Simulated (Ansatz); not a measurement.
BN (rocksalt), relaxed with r2SCAN: the symmetry is Fm-3m (No. 225, cubic); conventional cell a = 3.492 Å, 5.32 Å³ an atom. B has 6 N at 1.75 Å; N has 6 B at 1.75 Å. One-shot G0W0@PBE in the PAW code Ansatz on a 6×6×6 mesh (contour deformation, no spin-orbit coupling), from a PBE gap of 1.186 eV over the mesh points (the G0W0 gap is indirect on the mesh); the number N of bands summed and the screening cutoff rise together. Simulation only: spin-unpolarised, and no claim that this is the phase found in nature.

| N | cutoff (eV) | 1000/N | G0W0 gap (eV) |
| --- | --- | --- | --- |
| 24 | 80 | 41.667 | 1.555 |
| 44 | 140 | 22.727 | 1.697 |

Problem. Lay a straight line in 1000/N through these rows.

Solution. The slope is -0.0075 eV per unit of 1000/N and the intercept 1.867 eV.

Problem. Predict the gap at N = 77 (210 eV).

Solution. 1.867 + (-0.0075) × 12.987 = 1.770 eV; the run gives 1.787 eV, +0.017 eV from the line.

Problem. With that run's result added, what limit do the last two rows suggest?

Solution. Their slope is (1.787 − 1.697)/(12.987 − 22.727) = -0.0092, which meets 1/N = 0 at 1.91 eV, against 1.867 eV from the first line. The slope steepens, so 1/N isn't yet asymptotic and the true limit probably lies higher still; the k mesh isn't extrapolated.
